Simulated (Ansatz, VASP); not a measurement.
# PbO2 in VASP and in Ansatz

```xyz
3
Lattice="0.0000 2.7009 2.7009 2.7009 0.0000 2.7009 2.7009 2.7009 0.0000" Properties=species:S:1:pos:R:3 pbc="T T T"
Pb    0.0000    0.0000    0.0000
O     1.3505    1.3505    1.3505
O     4.0514    4.0514    4.0514
```

Alike in both runs: functional PBE; k mesh 6 × 6 × 6; occupations gaussian, width 0.1 eV; no spin polarisation.

Ansatz relaxed the structure, and its values are those at the end. VASP's run is a single point on that final structure, the one shown.

|  | VASP | Ansatz |
| --- | --- | --- |
| version | VASP 6.6.1 | Ansatz 0.2.0 |
| potentials or method | VASP PAW PBE potentials, release 64 (Pb_d, O) | scalar-relativistic, plane waves, PAW |
| plane-wave cutoff (eV) | 520 | 420 |
| valence electrons in the cell | 26 | 26 |

VASP gave:

```
gap on the k mesh at the Fermi level (eV) : none
pressure (GPa)                            : 0.4
```

Which values does Ansatz return?

gap on the k mesh at the Fermi level (eV): none; pressure (GPa): 0.2.

A gap of «none» marks a metal or a gap that the smearing closes.

Spin-orbit coupling is left out, which matters for the levels of Pb.
